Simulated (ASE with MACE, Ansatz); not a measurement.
# Boundary energy of Σ13 (510)[001] symmetric tilt boundary in Si (76 atoms)

What is the boundary energy of this cell, counted against the bulk crystal, and how far does it hang on functional and mesh?

Calculated with Ansatz 0.2.0: Kohn-Sham DFT, PBE, PAW (set soft_2), plane waves; cutoff 420 eV, fermi-dirac smearing of 0.025 eV. Cutoffs: 420 eV for PBE and PBEsol; 500 eV for r2SCAN.

**The cells**

The cell holds 76 atoms: 76 Si. Its edges and angles: a = 5.469 Å, b = 13.943 Å, c = 20.902 Å, α = 90.0°, β = 90.0°, γ = 90.0°. It derives from Si. The starting structure: Two grains of Si, one the mirror image of the other in the boundary plane, two boundaries a cell; of 6 trial joints (lateral shifts, openings, close atoms taken out) the lowest after a short relaxation with the MACE-MP-0b2 potential was kept (shift [0.5, 0.5] of the surface cell, opening 0.83 Å, one of each pair under 1.66 Å removed), then its atoms and the cell's length along the normal were relaxed with that potential. Lattice constants are starting values near those of PBE.

The bulk reference is Si8 in a cell of 8 atoms, 20.447 Å³ an atom.

The input of the single point on the relaxed cell:

```yaml
crystal:
  lattice:
    - [5.469, 0.0, 0.0]
    - [0.0, 13.94327, 0.0]
    - [0.0, 0.0, 20.90179]
  atoms:
    - { symbol: Si, position: [0.87916, 0.35869, 0.97767] }
    - { symbol: Si, position: [0.77673, 0.06255, 0.02308] }
    - { symbol: Si, position: [0.47327, 0.56255, 0.02308] }
    - { symbol: Si, position: [0.37084, 0.85869, 0.97767] }
    [... 70 atom lines left out ...]
    - { symbol: Si, position: [0.5573, 0.32933, 0.51843] }
    - { symbol: Si, position: [0.6927, 0.82933, 0.51843] }
kpoints:
  mp_grid: { grid: [5, 2, 1] }
hamiltonian:
  xc: pbe
scf:
  occupations: { method: fermi_dirac, width: 0.025 }
output:
  forces: true
  stress: true
  populations: true
  dos:
    method: { smearing: { sigma: 0.08 } }
    de: 0.1
    projected:
      site_lists:
        Si: [Si]
        lower_grain: [... 40 sites ...]
        upper_grain: [... 36 sites ...]
  eigenvalues: true
  write_density: true
  write_potential: true
  volumetric_format: npy
```

```
                                            cell  formula                    k-mesh  relaxation steps  gain on relaxing (eV)  free energy, PBE (eV)  time of its runs on this page
Sigma13 (510)[001] symmetric tilt boundary in Si     Si76  5×2×1 (relaxed on 3×1×1)                18                   0.84             -48308.183                        8.9 min
                                         bulk Si      Si8                  10×10×10                 -                      -              -5086.481                           10 s
```

Times come from shared hosts and are rough.

**Boundary energy**

The excess is the cell's free energy less 9.5 times that of the bulk cell. It is divided by twice the area, as the cell holds two boundaries, so the value is their mean, and they need not be alike (76.26 Å²), with 1 eV/Å² = 16.022 J/m².

| level | k-mesh | excess (eV) | boundary energy (J/m²) | per area (meV/Å²) |
| --- | --- | --- | --- | --- |
| PBE | 5×2×1 | 13.391 | 1.407 | 87.8 |
| PBE, denser mesh | 7×3×2 | 13.377 | 1.405 | 87.7 |
| r2SCAN | 5×2×1 | 15.297 | 1.607 | 100.3 |
| PBEsol | 5×2×1 | 13.269 | 1.394 | 87.0 |

Worked for the first row at PBE: (-48308.183) − 9.5 × (-5086.481) = 13.391 eV (from unrounded energies).

Then 13.391 / (2 × 76.26) × 16.022 = 1.407 J/m².

**Neighbours**

Bonds by pair of elements; cutoffs follow the first minimum of g(r), held within bounds set by covalent radii, and pairs that aren't listed don't count as bonded:

| pair A-B | cutoff (Å) | bonds | mean length (Å) | spread (Å) | shortest (Å) | B about A | A about B |
| --- | --- | --- | --- | --- | --- | --- | --- |
| Si-Si | 2.77 | 148 | 2.39 | 0.051 | 2.29 | 3.90 | 3.90 |

How many atoms have how many bonded neighbours:

| element | mean | 3 | 4 |
| --- | --- | --- | --- |
| Si | 3.90 | 8 | 68 |

**Findings**

At PBE the boundary energy is 1.41 J/m². At the same geometries the levels give 1.39 (PBEsol) to 1.61 J/m² (r2SCAN) and the denser mesh leaves it within 0.01 J/m². Relaxing the atoms lowered it by 0.088 J/m² from the start (on the 3×1×1 mesh of the relaxation), and the farthest atom moved 0.40 Å. By these cutoffs 8 of 76 Si atoms differ from the commonest count of 4.

Limits: The cell edges were held, so the lattice is the typed one for every functional, and the length along the normal is the one that the machine-learned potential gave. Cell and bulk are sampled on unlike meshes, and the error grows with the number of atoms subtracted. The joint was picked among a few trials by a machine-learned potential, and a lower one may exist.

[Logs are printed without paths, hosts, clocks, repeated set-up lines and the standing remarks that a program may print on its own settings, such as how far it seeks lower states.]

[Hosts, paths, dates, database ids (printed as entryN), source tags and the programs' standing remarks are cut or masked in the printed files.]
